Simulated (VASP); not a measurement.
# From an Ansatz input to VASP: HfO2 (fluorite)

Ansatz input

```yaml
crystal:
  lattice:
    - [0.0, 2.5291823192, 2.5291823192]
    - [2.5291823192, 0.0, 2.5291823192]
    - [2.5291823192, 2.5291823192, 0.0]
  atoms:
    - { symbol: Hf, position: [0.0, 0.0, 0.0] }
    - { symbol: O, position: [0.25, 0.25, 0.25] }
    - { symbol: O, position: [0.75, 0.75, 0.75] }
kpoints:
  mp_grid: { grid: [8, 8, 8] }
  band_path:
    path:
      - [[0.0, 0.0, 0.0], [0.5, 0.0, 0.5], [0.5, 0.25, 0.75], [0.375, 0.375, 0.75], [0.0, 0.0, 0.0], [0.5, 0.5, 0.5], [0.625, 0.25, 0.625], [0.5, 0.25, 0.75], [0.5, 0.5, 0.5], [0.375, 0.375, 0.75]]
      - [[0.625, 0.25, 0.625], [0.5, 0.0, 0.5]]
    npoints: 10
hamiltonian:
  xc: pbe
scf:
  occupations: { method: fermi_dirac, width: 0.02 }
  n_extra_bands: 4
output:
  forces: true
  stress: true
  eigenvalues: true
```

Q: Translate this input to VASP.

A: 

INCAR

```
EDIFF = 1E-7
GGA = PE
ISIF = 2
IBRION = -1
ENCUT = 520
ISMEAR = -1
NSW = 0
SIGMA = 0.02
LASPH = .TRUE.
NBANDS = 18
LWAVE = .FALSE.
NELM = 120
LCHARG = .FALSE.
LREAL = .FALSE.
PREC = Accurate
```

KPOINTS

```
KPOINTS created by Atomic Simulation Environment
0
Gamma
8 8 8
0 0 0
```

KPOINTS_OPT

```
special points
6
Reciprocal
0.0000000000 0.0000000000 0.0000000000 1
0.5000000000 0.0000000000 0.5000000000 1
0.5000000000 0.2500000000 0.7500000000 1
0.3750000000 0.3750000000 0.7500000000 1
0.5000000000 0.5000000000 0.5000000000 1
0.6250000000 0.2500000000 0.6250000000 1
```

POSCAR

```
Hf O
 1.0000000000000000
     0.0000000000000000    2.5291823192270231    2.5291823192270231
     2.5291823192270231    0.0000000000000000    2.5291823192270231
     2.5291823192270231    2.5291823192270231   -0.0000000000000000
 Hf  O
   1   2
Cartesian
  0.0000000000000000 -0.0000000000000000  0.0000000000000000
  1.2645911596135113  1.2645911596135113  1.2645911596135113
  3.7937734788405346  3.7937734788405346  3.7937734788405346
```

VASP ran with the recommended PBE PAW datasets (22 valence electrons in the cell). Other inputs would serve too.

```json
{"": "gap between bands v and c", "Ansatz": "3.80 eV", "VASP": "3.82 eV"}
{"": "least direct gap", "Ansatz": "3.80 eV", "VASP": "3.82 eV"}
{"": "pressure", "Ansatz": "6.0 GPa", "VASP": "2.1 GPa"}
```

The two codes use different PAW datasets and cutoffs. VASP's cell holds 22 valence electrons and Ansatz's 38. Ansatz's stress includes a Pulay correction; VASP's doesn't. Ansatz solved a whole band path, VASP its corner points and band edges.
